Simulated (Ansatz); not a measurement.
Runs of Ansatz 0.2.0 on SnSe. It takes space group F-43m (No. 216, cubic). Conventional cell: a = 6.782 Å, b = 6.782 Å, c = 6.782 Å, α = 90.00°, β = 90.00°, γ = 90.00°. Sn (site symmetry -43m) has 4 Se at 2.94 Å as nearest neighbours. Around Se (site symmetry -43m) lie 4 Sn at 2.94 Å. The cell was built by a generator and needn't be a form met in nature.

| task | level | spin | cell | k mesh | points for each segment of the path | mesh quality | gap on the mesh (eV) | pressure (GPa) | relaxed volume (Å³/atom) |
| --- | --- | --- | --- | --- | --- | --- | --- | --- | --- |
| relaxation of cell and atoms | HSEsol | off | relaxed | 4 × 4 × 4 | - | coarse | none | 0.0 | 36.33 |
| relaxation of cell and atoms | HSE06 | off | relaxed | 4 × 4 × 4 | - | not flagged | 0.31 | 0.0 | (a) |
| relaxation of cell and atoms | HSE03 | off | relaxed | 4 × 4 × 4 | - | coarse | - | 0.0 | 38.09 |
| band structure | HSE06 | off | as given | 4 × 4 × 4 | 4 | not flagged | 0.39 | (b) | - |
| single point | PBE0 | SOC, no magnetisation | as given | 3 × 3 × 3 | - | coarse | (c) | -1.4 | - |

Alike in all rows: potentials or basis Ansatz PAW; cutoff (eV) 420; smearing fermi-dirac 0.05 eV.

**Question.** Fill in the values left out.

**Answer.** (a) 38.16; (b) -0.7; (c) 1.75.

Caveats: some runs use coarse meshes; the PAW data sets come from PBE, with cores solved anew for the run's functional, which leaves a small shift of forces and pressure; the plane-wave basis is chosen anew once the cell has moved, so the energies of steps on either side of that aren't comparable (some runs); spin-orbit coupling is left out, which moves the levels of the heavy elements (some runs); the thresholds are loose for stress (some runs); odd divisions of the mesh miss points on the zone boundary, where band edges often lie, so the gap on the mesh can be too wide (some runs).

A k mesh can miss the band edges, and rows without SOC leave out spin-orbit coupling on Se, Sn.

A gap of «none» marks a metal or a gap under the smearing width.
